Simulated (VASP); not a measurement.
# Settings for HfS₂: self-consistent run

HfS₂, sheet, 3 atoms in the cell. PBE; PAW potentials S, Hf_pv (PBE set). VASP 6.6.1. The cell is changed on purpose: last atom moved by 0.04 Å along z.

Wanted: energy within 10 meV/atom.

What the run is for: energy; Accuracy asked: screening.

POSCAR:
```
HfS2
1.0
    3.6396641800      0.0000000000      0.0000000000
   -1.8198320900     -3.1520416411      0.0000000000
    0.0000000000      0.0000000000    -18.8588062143
S Hf
2 1
Direct
    0.0000000000      1.0000000000      0.4242050100
    0.3333333300      0.6666666700      0.5757949900
    0.6666666700      0.3333333300      0.4978789700
```

The series start from Plane-wave cutoff (eV): 340; k-point mesh: 7 × 7 × 1; Precision mode (PREC): Accurate; Electronic threshold (eV): 1e-6; Bands in all (NBANDS): 22; Aspherical gradient terms in the spheres (LASPH): yes; Electronic algorithm: ALGO=Normal; Use of symmetry (ISYM): defaults; Density mixing: defaults. Each series keeps the choices made before it, and each single choice may use up half of a tolerance.

## Plane-wave cutoff (eV)

| Plane-wave cutoff (eV) | Energy less reference (meV/atom) | SCF iterations | Time (s) |
|---|---|---|---|
| 260 | 9 | 26 | 12 |
| 300 | 4 | 26 | 15 |
| 340 | 2 | 26 | 18 |
| 390 | 1 | 26 | 20 |
| 470 | 0 | 26 | 31 |
| 590 (reference) | 0 | 27 | 47 |

Chosen: 300, the loosest value from which every tighter one stays within half of the tolerance.

## k-point mesh

| k-point mesh | Energy less reference (meV/atom) | SCF iterations | Time (s) |
|---|---|---|---|
| 2 × 2 × 1 | 354 | 27 | 7.8 |
| 3 × 3 × 1 | 65 | 26 | 9.0 |
| 4 × 4 × 1 | 26 | 26 | 11 |
| 5 × 5 × 1 | 9 | 26 | 13 |
| 6 × 6 × 1 | 3 | 26 | 16 |
| 7 × 7 × 1 | 1 | 26 | 15 |
| 9 × 9 × 1 | 0 | 26 | 22 |
| 11 × 11 × 1 | 0 | 26 | 28 |
| 14 × 14 × 1 (reference) | 0 | 26 | 41 |

Chosen: 6 × 6 × 1.

## Precision mode (PREC)

| Precision mode (PREC) | Energy less reference (meV/atom) | SCF iterations | Time (s) |
|---|---|---|---|
| Low | 0 | 26 | 6.7 |
| SingleN | -1 | 26 | 6.3 |
| Normal | 0 | 26 | 6.9 |
| Accurate (reference) | 0 | 26 | 16 |

Chosen: Low.

## Electronic threshold (eV)

| Electronic threshold (eV) | Energy less reference (meV/atom) | SCF iterations | Time (s) |
|---|---|---|---|
| 0.001 | 0 | 13 | 3.1 |
| 0.0001 | 0 | 19 | 4.5 |
| 1e-5 | 0 | 23 | 5.4 |
| 1e-6 | 0 | 26 | 6.7 |
| 1e-7 | 0 | 28 | 6.5 |
| 1e-8 (reference) | 0 | 28 | 6.8 |

Chosen: 0.001.

## Bands in all (NBANDS)

| Bands in all (NBANDS) | Energy less reference (meV/atom) | SCF iterations | Time (s) |
|---|---|---|---|
| 12 | 0 | 14 | 2.4 |
| 13 | 0 | 14 | 2.5 |
| 15 | 0 | 13 | 2.6 |
| 17 | 0 | 13 | 2.7 |
| 22 | 0 | 13 | 3.1 |
| 33 (reference) | 0 | 13 | 4.0 |

Chosen: 12.

## Aspherical gradient terms in the spheres (LASPH)

| Aspherical gradient terms in the spheres (LASPH) | Energy less reference (meV/atom) | SCF iterations | Time (s) |
|---|---|---|---|
| yes | 0 | 14 | 2.4 |
| no | 1 | 14 | 1.7 |

Chosen: yes; no other choice that stays within half of the tolerance saves 30 % of the time.

## Electronic algorithm

| Electronic algorithm | Energy less reference (meV/atom) | SCF iterations | Time (s) |
|---|---|---|---|
| ALGO=Normal | 0 | 14 | 2.4 |
| ALGO=Fast | 0 | 17 | 2.8 |
| ALGO=VeryFast | 0 | 18 | 2.9 |
| ALGO=All ISEARCH=1 | 0 | 19 | 3.8 |
| ALGO=All ISEARCH=0 | 0 | 19 | 3.8 |
| ALGO=Damped TIME=0.4 | 0 | 20 | 3.2 |
| ALGO=Damped TIME=0.1 | 1 | 29 | 4.2 |

Chosen: ALGO=Normal.

## Use of symmetry (ISYM)

| Use of symmetry (ISYM) | Energy less reference (meV/atom) | SCF iterations | Time (s) |
|---|---|---|---|
| defaults | 0 | 14 | 2.4 |
| ISYM=1 | 0 | 14 | 2.3 |
| ISYM=0 | 0 | 14 | 4.5 |
| ISYM=-1 | 0 | 14 | 6.9 |

Chosen: defaults.

## Density mixing

| Density mixing | Energy less reference (meV/atom) | SCF iterations | Time (s) |
|---|---|---|---|
| defaults | 0 | 14 | 2.4 |
| AMIN=0.01 | 0 | 14 | 2.3 |
| AMIX=0.2 AMIN=0.01 | -3 | 14 | 2.3 |
| BMIX=3.0 AMIN=0.01 | -3 | 14 | 2.3 |
| AMIX=0.1 BMIX=0.0001 | -1 | 21 | 3.5 |
| AMIX=0.2 | -2 | 15 | 2.5 |
| AMIX=0.4 IMIX=1 | 0 | 15 | 2.5 |
| AMIX=0.6 | 0 | 15 | 2.4 |

Chosen: defaults.

## All choices together

| Input | Energy less reference (meV/atom) | Time (s) |
|---|---|---|
| the program's defaults (naive) | 35 | 1.6 |
| chosen settings | 8 | 2.4 |
| reference settings throughout | 0 | 198 |

The tolerance is met.

## The input

INCAR:
```
  ALGO = Normal
  DIPOL = 0.5 0.5 0.499
  EDIFF = 0.001
  EFERMI = MIDGAP
  ENCUT = 300
  GGA = PE
  GGA_COMPAT = F
  IDIPOL = 3
  ISIF = 0
  ISMEAR = 0
  LASPH = T
  LCHARG = F
  LDIPOL = T
  LREAL = F
  LWAVE = F
  NBANDS = 12
  NELM = 120
  NELMDL = -8
  PREC = Low
  SIGMA = 0.03
```

KPOINTS:
```
Automatic mesh
0
Gamma
  6 6 1
  0 0 0
```

Commands:
```
cat potpaw_PBE.64/S/POTCAR potpaw_PBE.64/Hf_pv/POTCAR > POTCAR
mpirun -np 1 vasp_std > vasp.out
```

The chosen input took VASP 6.6.1 2.4 s on 1 core (Intel Xeon 6975P-C (Granite Rapids)), a shared host.

## An input that fails: smearing far too wide

It runs to its end, but against the unchanged starting input it is off by 21 meV/atom in the energy.

Changes against the starting input:
```
- SIGMA = 0.03
- NELM = 120
+ SIGMA = 1.0
+ NELM = 54
```
